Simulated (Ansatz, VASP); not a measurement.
## One calculation of NiO, 3 ways

The starting cell:

```
Ni O
1.0
     0.00000    2.08590    2.08590
     2.08590    0.00000    2.08590
     2.08590    2.08590    0.00000
Ni O
1 1
Direct
  0.00000 0.00000 0.00000
  0.50000 0.50000 0.50000
```

Alike in all runs: task relaxation of cell and atoms; functional BLYP; dispersion D4; k mesh 11 × 11 × 11; occupations fermi-dirac, width 0.05 eV; collinear spin, ferromagnetic start; no spin-orbit coupling. The measured crystal is an antiferromagnetic insulator; the state found here is the runs' own.

```tsv
program and potentials	plane-wave cutoff (eV)	notes	equilibrium volume (Å³/atom)
Ansatz, Ansatz PAW	420	potentials made for PBE, which Ansatz adapts in part; 12 valence electrons an atom on average	9.44
Ansatz, all-electron LAPW, scalar-relativistic	-	-	9.44
VASP, PBE PAW files Ni, O, 600 eV	600	potentials made for PBE; 8 valence electrons an atom on average	9.43
```

The equilibrium volume spans 9.43 (VASP, PBE PAW files Ni, O, 600 eV) to 9.44 Å³/atom (Ansatz, all-electron LAPW, scalar-relativistic), with all-electron results at 9.44. Some sets were made for another functional than the one run, which can shift their rows. The state is the one that the start led to, which needn't be the lowest. Relaxations stop with a little pressure left, so the last digit of a volume isn't settled.

The functional is the same throughout but for its coding, so the spread measures potentials, basis and numerics; runs on potential files found faulty are left out.
